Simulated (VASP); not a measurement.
# Te2Mo (P6_3/mmc) in VASP: relaxation of cell and atoms with r2SCAN

Aim: the relaxation of cell and atoms of Te2Mo with r2SCAN.

All numbers are computed with VASP 6.6.1; they aren't measurements. Logs are shortened: lines on timing, memory, paths and dates and some standing lists are left out, and cuts for length are marked.

### 1 Starting point

Symmetry: P6_3/mmc, No. 194, hexagonal system. Conventional cell: a = 3.518 Å, b = 3.518 Å, c = 13.974 Å, α = 90.00°, β = 90.00°, γ = 120.00°. Te (site symmetry 3m) is surrounded by 3 Mo at 2.72 Å. Mo (site symmetry -6m2) is surrounded by 6 Te at 2.72 Å.

### 2 Relaxation of cell and atoms, r2SCAN

INCAR

```
SYSTEM = Te2Mo
  PREC = Accurate
  ENCUT = 600
  EDIFF = 1E-7
  ISMEAR = 0
  SIGMA = 0.02
  LREAL = .False.
  LASPH = .True.
  NELM = 60
  ALGO = Normal
  ISIF = 3
  LWAVE = .False.
  LCHARG = .False.
  METAGGA = R2SCAN
  LMIXTAU = .True.
  IBRION = 2
  NSW = 80
  EDIFFG = -0.004
```

KPOINTS

```
regular mesh
0
Gamma
  7 7 2
  0 0 0
```

POSCAR

```
Te2Mo
1.0
    3.5182000000      0.0000000000      0.0000000000
   -1.7591000000      3.0468505800      0.0000000000
    0.0000000000      0.0000000000     13.9736000000
Te Mo
4 2
Direct
    0.3333333300      0.6666666700      0.6210000000
    0.6666666700      0.3333333300      0.1210000000
    0.3333333300      0.6666666700      0.8790000000
    0.6666666700      0.3333333300      0.3790000000
    0.3333333300      0.6666666700      0.2500000000
    0.6666666700      0.3333333300      0.7500000000
```

Potentials or basis: VASP PAW PBE potentials, release 64 (Te, Mo_sv).

Launch:

```sh
$ cat potpaw_PBE.64/Te/POTCAR potpaw_PBE.64/Mo_sv/POTCAR > POTCAR
$ mpirun -np 1 vasp_std > vasp.out
```

OUTCAR:

```text
SYSTEM = Te2Mo
   PREC = Accurate
   ENCUT = 600
   EDIFF = 1E-7
   ISMEAR = 0
   LREAL = .False.
   LASPH = .True.
   NELM = 60
   ISIF = 3
   METAGGA = R2SCAN
   IBRION = 2
   NSW = 80
   EDIFFG = -0.004

 ion  position               nearest neighbor table
   1  0.333  0.667  0.621-   6 2.72   6 2.72   6 2.72   3 3.61
   2  0.667  0.333  0.121-   5 2.72   5 2.72   5 2.72   4 3.61
   3  0.333  0.667  0.879-   6 2.72   6 2.72   6 2.72   1 3.61
   4  0.667  0.333  0.379-   5 2.72   5 2.72   5 2.72   2 3.61
   5  0.333  0.667  0.250-   2 2.72   4 2.72   2 2.72   4 2.72   2 2.72   4 2.72
   6  0.667  0.333  0.750-   1 2.72   3 2.72   1 2.72   3 2.72   1 2.72   3 2.72

  LATTYP: Found a hexagonal cell.
 ALAT       =     3.5182000000
 C/A-ratio  =     3.9718037633

  Lattice vectors:

 A1 = (   3.5182000000,   0.0000000000,   0.0000000000)
 A2 = (  -1.7591000000,   3.0468505800,   0.0000000000)
 A3 = (   0.0000000000,   0.0000000000,  13.9736000000)

Analysis of symmetry for initial positions (statically):
=====================================================================
 Subroutine PRICEL returns:
 Original cell was already a primitive cell.

 Routine SETGRP: Setting up the symmetry group for a
 hexagonal supercell.

 Subroutine GETGRP returns: Found 24 space group operations
 (whereof 12 operations were pure point group operations)
 out of a pool of 24 trial point group operations.

The static configuration has the point symmetry D_3d.
 The point group associated with its full space group is D_6h.

Analysis of symmetry for dynamics (positions and initial velocities):
=====================================================================
 Subroutine PRICEL returns:
 Original cell was already a primitive cell.

 Routine SETGRP: Setting up the symmetry group for a
 hexagonal supercell.

 Subroutine GETGRP returns: Found 24 space group operations
 (whereof 12 operations were pure point group operations)
 out of a pool of 24 trial point group operations.

The dynamic configuration has the point symmetry D_3d.
 The point group associated with its full space group is D_6h.

 Subroutine INISYM returns: Found 24 space group operations
 (whereof 12 operations are pure point group operations),
 and found     1 'primitive' translations

----------------------------------------------------------------------------------------

                                     Primitive cell

  volume of cell :     149.7890

  direct lattice vectors                    reciprocal lattice vectors
     3.518200000  0.000000000  0.000000000     0.284236257  0.164103879  0.000000000
    -1.759100000  3.046850580  0.000000000     0.000000000  0.328207759  0.000000000
     0.000000000  0.000000000 13.973600000     0.000000000  0.000000000  0.071563520

  length of vectors
     3.518200000  3.518200004 13.973600000     0.328207759  0.328207759  0.071563520

  position of ions in fractional coordinates (direct lattice)
     0.333333330  0.666666670  0.621000000
     0.666666670  0.333333330  0.121000000
     0.333333330  0.666666670  0.879000000
     0.666666670  0.333333330  0.379000000
     0.333333330  0.666666670  0.250000000
     0.666666670  0.333333330  0.750000000

  ion indices of the primitive-cell ions
   primitive index   ion index
                 1           1
                 2           2
                 3           3
                 4           4
                 5           5
                 6           6

----------------------------------------------------------------------------------------

 KPOINTS: regular mesh

Automatic generation of k-mesh.
 Grid dimensions read from file:
 generate k-points for:    7    7    2

 Generating k-lattice:

  Cartesian coordinates                     Fractional coordinates (reciprocal lattice)
     0.040605180  0.023443411  0.000000000     0.142857143  0.000000000  0.000000000
     0.000000000  0.046886823  0.000000000     0.000000000  0.142857143  0.000000000
     0.000000000  0.000000000  0.035781760     0.000000000  0.000000000  0.500000000

  Length of vectors
     0.046886823  0.046886823  0.035781760

  Shift w.r.t. Gamma in fractional coordinates (k-lattice)
     0.000000000  0.000000000  0.000000000

 Subroutine IBZKPT returns following result:
 ===========================================

 Found     16 irreducible k-points:

 Following reciprocal coordinates:
            Coordinates               Weight
  0.000000  0.000000  0.000000      1.000000
  0.142857  0.000000  0.000000      6.000000
  0.285714  0.000000  0.000000      6.000000
  0.428571  0.000000  0.000000      6.000000
  0.142857  0.142857  0.000000      6.000000
  0.285714  0.142857  0.000000     12.000000
[... 8 lines left out ...]
  0.428571  0.142857  0.500000      6.000000
  0.285714  0.285714  0.500000      6.000000
   k-points           NKPTS =     16   k-points in BZ     NKDIM =     16   number of bands    NBANDS=     31
   number of dos      NEDOS =    301   number of ions     NIONS =      6
   total plane-waves  NPLWV =  87808
   dimension x,y,z NGX =    28 NGY =   28 NGZ =  112
   dimension x,y,z NGXF=    56 NGYF=   56 NGZF=  224
   ions per type =               4   2
   NGX,Y,Z   is equivalent  to a cutoff of  13.23, 13.23, 13.32 a.u.
   NGXF,Y,Z  is equivalent  to a cutoff of  26.46, 26.46, 26.65 a.u.
 SYSTEM =  Te2Mo
   PREC   = accura    normal or accurate (medium, high low for compatibility)
   ISTART =      0    job   : 0-new  1-cont  2-samecut
   ICHARG =      2    charge: 1-file 2-atom 10-const
   ISPIN  =      1    spin polarized calculation?
   LNONCOLLINEAR =      F non collinear calculations
   LSORBIT =      F    spin-orbit coupling
   LASPH  =      T    aspherical Exc in radial PAW
   ENCUT  =  600.0 eV  44.10 Ry    6.64 a.u.   7.03  7.03 27.91*2*pi/ulx,y,z
   NELM   =     60;   NELMIN=  2; NELMDL= -5     # of ELM steps
   EDIFF  = 0.1E-06   stopping-criterion for ELM
   LREAL  =      F    real-space projection
   EDIFFG = -.4E-02   stopping-criterion for IOM
   NSW    =     80    number of steps for IOM
   IBRION =      2    ionic relax: 0-MD 1-quasi-New 2-CG
   NFREE  =      1    steps in history (QN), initial steepest desc. (CG)
   ISIF   =      3    stress and relaxation
   ISYM   =      2    0-nonsym 1-usesym 2-fastsym
   POTIM  = 0.5000    time-step for ionic-motion
   TEBEG  =    0.0;   TEEND  =   0.0 temperature during run
   PSTRESS=    0.0 pullay stress
   NELECT =      52.0000    total number of electrons
   NUPDOWN=      -1.0000    fix difference up-down
   EMIN   =  10.00;   EMAX   =-10.00  energy-range for DOS
   EFERMI =   0.00;   METHOD = LEGACY
   ISMEAR =     0;   SIGMA  =   0.02  broadening in eV -4-tet -1-fermi 0-gaus
   EFERMI_NEDOS =   21; number of points for ismear=-14 and -15
   IALGO  =     38    algorithm
   IMIX   =      4    mixing-type and parameters
     AMIX     =   0.40;   BMIX     =  1.00
     AMIX_MAG =   1.60;   BMIX_MAG =  1.00
  volume/ion in A,a.u.               =      24.96       168.47
  Fermi-wavevector in a.u.,A,eV,Ry     =   1.150578  2.174277 18.011787  1.323829
  Thomas-Fermi vector in A             =   2.287241
   LORBIT       =      0    0 simple, 1 ext, 2 COOP (PROOUT), +10 PAW based schemes
   METAGGA = R2SCAN    functional components
   LHFCALC =     F    Hartree Fock is set to
   AEXX    =    0.0000 exact exchange contribution
   IVDW    =     0    specifies the selected vdW correction
   LEPSILON=     F    determine dielectric tensor
   LRPA    =     F    only Hartree local field effects (RPA)
 conjugate gradient relaxation of ions
 non-spin polarized calculation
 Gauss-broadening in eV      SIGMA  =   0.02
  energy-cutoff  :      600.00
  volume of cell :      149.79
 maximum number of plane-waves:      5032
   NGX = 15   NGY = 15   NGZ = 55

--------------------------------------- Ionic step        1  -------------------------------------------

 number of electron      52.0000001 magnetization

 Free energy of the ion-electron system (eV)
  ---------------------------------------------------
  ext. energy  EPLUGINS =         0.00000000
  ---------------------------------------------------
  free energy    TOTEN  =      -155.58409942 eV

  energy without entropy =     -155.58409942  energy(sigma->0) =     -155.58409942

------------------------ aborting loop because EDIFF is reached ----------------------------------------

  FORCE on cell =-STRESS in cart. coord.  units (eV):
  Direction    XX          YY          ZZ          XY          YZ          ZX
  --------------------------------------------------------------------------------------
  -------------------------------------------------------------------------------------
  Total        2.3909877      2.3909877      1.8019315      0.0000000      0.0000000      0.0000000
  in kB       25.5745463     25.5745463     19.2738675      0.0000000      0.0000000      0.0000000
  external PRESSURE =      23.4743200 kB  Pullay stress =       0.0000000 kB
[... 101 lines left out ...]
  FREE ENERGIE OF THE ION-ELECTRON SYSTEM (eV)
  ---------------------------------------------------
  free  energy   TOTEN  =      -155.6116052180 eV

  energy  without entropy=     -155.6116052180  energy(sigma->0) =     -155.61160522

[... ionic steps 4 to 15 ...]

--------------------------------------- Ionic step       16  -------------------------------------------

 number of electron      52.0000002 magnetization

------------------------ aborting loop because EDIFF is reached ----------------------------------------

  FORCE on cell =-STRESS in cart. coord.  units (eV):
  Direction    XX          YY          ZZ          XY          YZ          ZX
  --------------------------------------------------------------------------------------
  -------------------------------------------------------------------------------------
  Total        0.0118595      0.0118595      0.0004910     -0.0000000      0.0000000      0.0000000
  in kB        0.1171513      0.1171513      0.0048504     -0.0000000      0.0000000      0.0000000
  external PRESSURE =       0.0797177 kB  Pullay stress =       0.0000000 kB
[... 65 lines left out ...]
  energy  without entropy=     -155.6623339003  energy(sigma->0) =     -155.66233390

--------------------------------------- Ionic step       18  -------------------------------------------

 number of electron      52.0000002 magnetization

 Free energy of the ion-electron system (eV)
  ---------------------------------------------------
  ext. energy  EPLUGINS =         0.00000000
  ---------------------------------------------------
  free energy    TOTEN  =      -155.66234181 eV

  energy without entropy =     -155.66234181  energy(sigma->0) =     -155.66234181

 E-fermi :   7.1696     XC(G=0): -10.5141

 val. band max:        6.9449937308   @ k =   0.0000   0.0000   0.0000
 cond. band min:       8.1058226927   @ k =   0.2857   0.1429   0.0000
 fundamental gap:      1.1608289619
 Fermi energy:         7.1695734728

 k-point     1 :       0.0000    0.0000    0.0000
  band No.  band energies     occupation
      1     -55.7563      2.00000
      2     -55.7563      2.00000
      3     -29.1734      2.00000
      4     -29.1734      2.00000
      5     -29.0870      2.00000
      6     -29.0870      2.00000
[... 566 lines left out ...]
  FREE ENERGIE OF THE ION-ELECTRON SYSTEM (eV)
  ---------------------------------------------------
  free  energy   TOTEN  =      -155.6623418148 eV

  energy  without entropy=     -155.6623418148  energy(sigma->0) =     -155.66234181

 reached required accuracy - stopping structural energy minimisation
```

Run time: 44 min. Hardware: 1 thread of Intel Xeon 6975P-C (Granite Rapids), shared host; peak memory 0.37 GiB.

What came out:

| Quantity | Value |
| --- | --- |
| Free energy | -155.6623 eV |
| Relaxed volume | 27.03 Å³/atom |
| Relaxed cell | a = 3.564 Å, b = 3.564 Å, c = 14.746 Å, α = 90.00°, β = 90.00°, γ = 120.00° |
| Space group after relaxing (to 0.05 Å) | P6_3/mmc (No. 194) |
| Energy gained by relaxing | 13.0 meV/atom |
| Ionic steps | 18 |
| Pressure after relaxing | 0.0 GPa |
| Band gap on the k mesh | 1.16 eV, indirect (least direct gap 1.36 eV) |

Forces on the atoms (eV/Å):
```
Te   0.000  0.000 -0.003
Te   0.000  0.000 -0.003
Te   0.000  0.000  0.003
Te   0.000  0.000  0.003
Mo   0.000  0.000  0.000
Mo   0.000  0.000  0.000
```

The path:
```csv
step,energy change (eV),largest force (eV/Å),pressure (GPa),volume (Å³)
1,0.0000,0.0522,2.35,149.79
2,0.0050,0.6528,-2.56,157.86
3,-0.0275,0.3497,-0.13,153.58
4,-0.0439,0.1668,0.01,154.91
5,-0.0455,0.0904,0.07,155.45
6,-0.0543,0.0758,0.06,156.21
7,-0.0715,0.0337,0.08,158.48
8,-0.0756,0.0491,0.38,162.95
9,-0.0777,0.0301,0.28,161.56
10,-0.0679,0.2163,-1.31,164.81
11,-0.0781,0.0110,0.01,162.10
12,-0.0782,0.0203,0.01,162.28
13,-0.0782,0.0057,0.01,162.20
14,-0.0782,0.0054,0.01,162.19
15,-0.0782,0.0029,0.01,162.14
16,-0.0782,0.0051,0.01,162.19
17,-0.0782,0.0038,-0.04,162.25
18,-0.0782,0.0026,0.00,162.21
```

Final structure:
```yaml
crystal:
  lattice:
    - [3.56392, 0.00000, 0.00000]
    - [-1.78196, 3.08645, 0.00000]
    - [0.00000, 0.00000, 14.74643]
  atoms:
    - { symbol: Te, position: [0.33333, 0.66667, 0.62854] }
    - { symbol: Te, position: [0.66667, 0.33333, 0.12854] }
    - { symbol: Te, position: [0.33333, 0.66667, 0.87146] }
    - { symbol: Te, position: [0.66667, 0.33333, 0.37146] }
    - { symbol: Mo, position: [0.33333, 0.66667, 0.25000] }
    - { symbol: Mo, position: [0.66667, 0.33333, 0.75000] }
```

Caveat: the PAW data sets were made with another functional, which shifts forces and pressure a little; spin-orbit coupling is left out, which moves the levels of the heavy elements; an odd mesh through Γ misses points on the zone boundary, where band edges often lie. r2SCAN opens gaps a little over a GGA but as a rule still falls short of measured ones.
